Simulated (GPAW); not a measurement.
Set up this calculation in GPAW 26.7.0, as an ASE script.

| Quantity | Value |
| --- | --- |
| Task | relaxation of cell and atoms |
| Functional | PBEsol |
| Potentials or basis | PAW data sets generated in the run's folder for this functional |
| Cutoff | 600 eV |
| Basis | pw |
| k mesh | 11 × 11 × 10 |
| Occupations | fermi-dirac, width 0.05 eV |
| Spin | no spin polarisation |
| Target pressure | 30 GPa |
| Maxiter | 150 |
| Optimizer | BFGS |
| Fmax | 0.02 eV/Å |
| Max steps | 60 |
| Target pressure | 30 GPa |
| Convergence | density=1e-05 forces=0.0001 |

The system is Ge.

```xyz
1
Lattice="1.3971 -2.6005 0.0000 1.3971 2.6005 0.0000 0.0000 0.0000 2.6982" Properties=species:S:1:pos:R:3 pbc="T T T"
Ge    1.3971    0.0000    0.0000
```

This isn't the form of Ge at room conditions, which is diamond.

One way to write it, as run:

run.py

```python
from ase import Atoms
from ase.filters import FrechetCellFilter
from ase.io import write
from ase.optimize import BFGS
from ase.units import GPa
from gpaw import GPAW, PW, setup_paths

setup_paths.insert(0, '.')

atoms = Atoms(['Ge'],
              cell=[[1.397149, -2.600516, 0.0],
                    [1.397149, 2.600516, 0.0],
                    [0.0, 0.0, 2.698231]],
              scaled_positions=[[0.5, 0.5, 0.0]],
              pbc=True)

calc = GPAW(mode=PW(600),
            xc='PBEsol',
            kpts={'size': (11, 11, 10), 'gamma': True},
            occupations={'name': 'fermi-dirac', 'width': 0.05},
            nbands=8,
            convergence={'density': 1e-05, 'forces': 0.0001},
            maxiter=150,
            txt='gpaw.txt')
atoms.calc = calc
opt = BFGS(FrechetCellFilter(atoms, scalar_pressure=30 * GPa), trajectory='relax.traj', logfile='-')
done = opt.run(fmax=0.02, steps=60)
calc.write('gs.gpw')
write('result.traj', atoms)
print('Converged:', done)
print('Cell:', atoms.cell.cellpar().round(4))
print('Volume:', round(atoms.get_volume(), 4))
print(atoms.get_scaled_positions().round(5))
```

Potentials or basis: PAW data sets generated in the run's folder for this functional, pw.

Command:

```bash
$ gpaw-setup -f PBEsol Ge
$ OMP_NUM_THREADS=1 python run.py
```

It gave:

```
Relaxed volume                                         : 14.64 Å³/atom
Relaxed cell                                           : a = 2.665 Å, b = 2.665 Å, c = 2.450 Å, α = 90.00°, β = 90.00°, γ = 122.70°
Space group after relaxing (to 0.05 Å)                 : Cmmm (No. 65)
Energy change on relaxing (the enthalpy is what falls) : +264.0 meV/atom
Ionic steps                                            : 6
Pressure after relaxing                                : 30.0 GPa
Band gap on the k mesh                                 : none (metal or under the smearing width)
```

Caveat: later steps reuse the first step's grids; the volume moved by over 15 % at a fixed basis, so the end points are rough.

It took 87 s on 1 thread of Arm Neoverse V1, with other jobs on the host, peak memory 0.17 GiB.
